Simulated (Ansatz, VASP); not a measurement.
## One calculation of WC, two programs

INCAR

```
PREC     = Accurate       # precision mode
ENCUT    = 600            # plane-wave cutoff, eV
EDIFF    = 1E-6           # SCF threshold, eV
ISMEAR   = -1             # smearing method
SIGMA    = 0.1            # smearing width, eV
LREAL    = False          # projectors in reciprocal space
LASPH    = True           # aspherical terms in the spheres
NELM     = 100            # most SCF steps
ALGO     = Normal         # electronic algorithm
ISIF     = 3              # what is computed and relaxed
LWAVE    = False          # write WAVECAR
LCHARG   = False          # write CHGCAR
GGA      = PS             # functional
IVDW     = 12             # dispersion correction
IBRION   = 2              # ionic algorithm
NSW      = 80             # ionic steps
EDIFFG   = -0.01          # ionic threshold
```

File KPOINTS:

```
regular mesh
0
Gamma
  11 11 11
```

File POSCAR:

```
WC
1.0
    0.0000000000      2.1926840000      2.1926840000
    2.1926840000      0.0000000000      2.1926840000
    2.1926840000      2.1926840000      0.0000000000
W C
1 1
Direct
    0.0000000000      0.0000000000      0.0000000000
    0.5000000000      0.5000000000      0.5000000000
```

Input for Ansatz:

```yaml
crystal:
  lattice:
    - [0.0, 2.192684, 2.192684]
    - [2.192684, 0.0, 2.192684]
    - [2.192684, 2.192684, 0.0]
  atoms:
    - { symbol: W, position: [0.0, 0.0, 0.0] }
    - { symbol: C, position: [0.5, 0.5, 0.5] }
basis:
  ecutwfc: 517.016338673772
kpoints:
  mp_grid:
    grid: [11, 11, 11]
hamiltonian:
  xc: pbesol
  dispersion: d3bj
scf:
  convergence:
    dr2_threshold: 1.0e-09
  occupations:
    method: fermi_dirac
    width: 0.1
relax:
  f_tol: 0.01
  cell: {}
```

Measurements of this composition are mostly on another form, of space group No. 187.

Alike in both runs: task relaxation of cell and atoms; functional PBEsol; dispersion D3(BJ); k mesh 11 × 11 × 11; occupations fermi-dirac, width 0.1 eV; no spin polarisation.

|  | VASP | Ansatz |
| --- | --- | --- |
| version | VASP 6.6.1 | Ansatz 0.2.0 |
| potentials or method | VASP PAW PBE potentials, release 64 (W_sv, C) | plane waves, PAW |
| plane-wave cutoff (eV) | 600 | 517 |
| valence electrons in the cell | 18 | 18 |

Ansatz gave:

```
relaxed volume (Å³/atom)                                     : 10.08
relaxed cell length with the largest relative difference (Å) : 3.055
energy change over the relaxation (meV/atom)                 : -25
```

Problem. Which values does VASP return?

Solution. Relaxed volume (Å³/atom): 10.11; relaxed cell length with the largest relative difference (Å): 3.058; energy change over the relaxation (meV/atom): -22.

Ansatz warned: «stress_scf_threshold_loose».

Caveats: the PAW data sets were made with another functional, which shifts forces and pressure a little (VASP). The runs have no spin-orbit coupling, so splittings on W are missing.
